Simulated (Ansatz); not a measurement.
**Ta (Im-3m), work and stress of cleavage**

Method: DFT PBE, scalar-relativistic, plane waves, PAW in Ansatz. The runs took a 420 eV cutoff, a Γ-centred 22×22×7 mesh and Gaussian smearing (0.15 eV). Spin–orbit coupling is left out, which can shift energies with elements as heavy as these. No spin polarisation. Energies are free energies at this smearing, counted from the undisturbed cell; pressure is positive in compression.

Zero of the scan (relaxed at this level; with this scan's settings it stands at 0.2 GPa):

```xyz
4
Lattice="-1.6594 1.6594 -1.6594 -1.6594 -1.6594 1.6594 0.0000 6.6376 6.6376" Properties=species:S:1:pos:R:3 pbc="T T T"
Ta    0.0000    5.8079    5.8079
Ta   -1.6594    0.8297    0.8297
Ta    0.0000    2.4891    2.4891
Ta   -1.6594    4.1485    4.1485
```

The cut lies on the cell's a–b face, a (0 1 1) plane (indices in the standard cell, whose axes needn't be the Cartesian ones shown) of area 7.79 Å², between layers 2.35 Å apart. Vector c is lengthened by d along the normal with the atoms' Cartesian places fixed: one unrelaxed cut a cell. The traction is positive where the two halves pull on each other.

| d (Å) | energy (J/m²) | traction (GPa) |
| --- | --- | --- |
| 0.00 | 0.00 | -0.1 |
| 0.50 | 0.82 | 27.1 |
| 1.00 | 2.23 | 26.7 |
| 2.00 | 4.05 | 10.5 |
| 3.00 | 4.66 | 2.9 |
| 6.00 | 4.83 | 0.0 |

Task: What are the work of separation and the cleavage stress, and do they fit the universal binding curve?

Result: The energy levels off near W ≈ 4.83 J/m² (the traction is down to 0.0 GPa), the energy of the two unrelaxed faces, 2.41 J/m² each on average. The largest sampled traction is 27.1 GPa at d = 0.50 Å, and a parabola through it and its two neighbours peaks at σ_max ≈ 30.4 GPa, d ≈ 0.74 Å. The curve E = W[1 − (1 + d/ℓ)exp(−d/ℓ)] peaks in traction at d = ℓ with σ_max = W/(eℓ); with 1 J/m² per Å = 10 GPa this W and σ_max give ℓ = 0.58 Å. A parabola through that curve at the same three d peaks at 0.68 Å, against 0.74 Å here, a fair fit. Real crystals break at far lower stress, because cracks concentrate it, and on the plane of lowest W, which needn't be this one.

The cut is rigid; relaxing the faces lowers these energies and usually the stresses.

In a metal these slopes depend on the k mesh and the smearing.

Cost: 6 runs of about 13 core-minutes in all, on Intel Xeon Processor @ 2.50GHz (Skylake/Cascade Lake) (shared hosts).